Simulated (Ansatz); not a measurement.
This SiO2 structure is the end of a relaxation. The cell was reached from a generator's guess, though it ends in a space group that the Crystallography Open Database lists for this formula.

All numbers below come from DFT PBE, scalar-relativistic, plane waves, PAW (Ansatz). Cutoff 420 eV, Γ-centred mesh, Gaussian smearing, no spin polarisation.

```
Si O
1.0
     5.02339    0.00000    0.00000
    -2.51170    4.35039    0.00000
     0.00000    0.00000    5.51094
Si O
3 6
Direct
  0.00000 0.47703 0.16667
  0.52297 0.52297 0.50000
  0.47703 0.00000 0.83333
  0.84068 0.58563 0.37162
  0.25505 0.41437 0.29504
  0.74495 0.15932 0.03829
  0.15932 0.74495 0.96171
  0.41437 0.25505 0.70496
  0.58563 0.84068 0.62838
```

The zero of energy is the elements' standard structures at the same level (O₂ as a molecule); no fitted shifts are applied.

(1) Find its symmetry and describe it.

(2) What is its formation energy per atom?

(3) Is it a metal?

Answers

(1) P3_121 (No. 152), the quartz type. Conventional cell: a = 5.023 Å, c = 5.511 Å. Si is surrounded by 4 O at 1.63 Å; around O lie 2 Si at 1.63 Å.

(2) −2.776 eV/atom. Whether it is stable depends on the other phases of the system, which aren't compared here.

(3) No, the gap on the 6×6×4 mesh is 5.68 eV.

The last run used a 6×6×4 mesh (in the run's order of axes) for its 9-atom cell and Gaussian smearing of 0.02 eV. Kohn–Sham gaps at this level usually fall short of measured ones. This cell was reached by moving the atoms of another relaxed cell at random and relaxing again, last within the group found; it had no such test of its own.
